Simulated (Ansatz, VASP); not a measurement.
**One calculation of Rh, two programs**

INCAR

```
PREC     = Accurate       # precision mode
ENCUT    = 520            # plane-wave cutoff, eV
EDIFF    = 1E-8           # SCF threshold, eV
ISMEAR   = -1             # smearing method
SIGMA    = 0.08           # smearing width, eV
LREAL    = F              # projectors in reciprocal space
LASPH    = T              # aspherical terms in the spheres
NELM     = 100            # most SCF steps
ALGO     = Normal         # electronic algorithm
ISIF     = 2              # what is computed and relaxed
LWAVE    = F              # write WAVECAR
LCHARG   = F              # write CHGCAR
GGA      = PE             # functional
LEFG     = T            
NBANDS   = 14             # bands
```

Contents of KPOINTS:

```
Automatic mesh
0
Gamma
  16 16 16
```

POSCAR

```
Rh
1.0
    0.0000000000      1.8951902535      1.8951902535
    1.8951902535      0.0000000000      1.8951902535
    1.8951902535      1.8951902535      0.0000000000
Rh
1
Direct
    0.0000000000      0.0000000000      0.0000000000
```

Input for Ansatz:

```yaml
crystal:
  lattice:
    - [0.0, 1.8951902535, 1.8951902535]
    - [1.8951902535, 0.0, 1.8951902535]
    - [1.8951902535, 1.8951902535, 0.0]
  atoms:
    - { symbol: Rh, position: [0.0, 0.0, 0.0] }
kpoints:
  mp_grid: { grid: [16, 16, 16] }
scf:
  occupations: { method: fermi_dirac, width: 0.08 }
hamiltonian:
  xc: pbe
  pseudopotentials: { kind: paw }
output:
  forces: true
  stress: true
  eigenvalues: true
  efg: { contact_densities: true }
```

Change from the starting cell: volume scaled by 0.99, PAW files.

Alike in both runs: task electric field gradients; functional PBE; k mesh 16 × 16 × 16; occupations fermi-dirac, width 0.08 eV; no spin polarisation.

|  | VASP | Ansatz |
| --- | --- | --- |
| version | VASP 6.6.1 | Ansatz 0.2.0 |
| potentials or method | VASP PAW PBE potentials, release 64 (Rh_pv) | PAW with Ansatz's default frozen-core files, scalar-relativistic |
| plane-wave cutoff (eV) | 520 | 420 |
| valence electrons in the cell | 15 | 17 |

|  | VASP | Ansatz | Ansatz less VASP |
| --- | --- | --- | --- |
| pressure (GPa) | 9.0 | 9.0 | -0.05 |
| Vzz of the field gradient on the site that differs most (V/Å²) | 0.0 | 0.0 | 0.00 |

The two sets of potentials don't hold the same shells in valence. Ansatz warned: «gradients_without_spin_orbit».
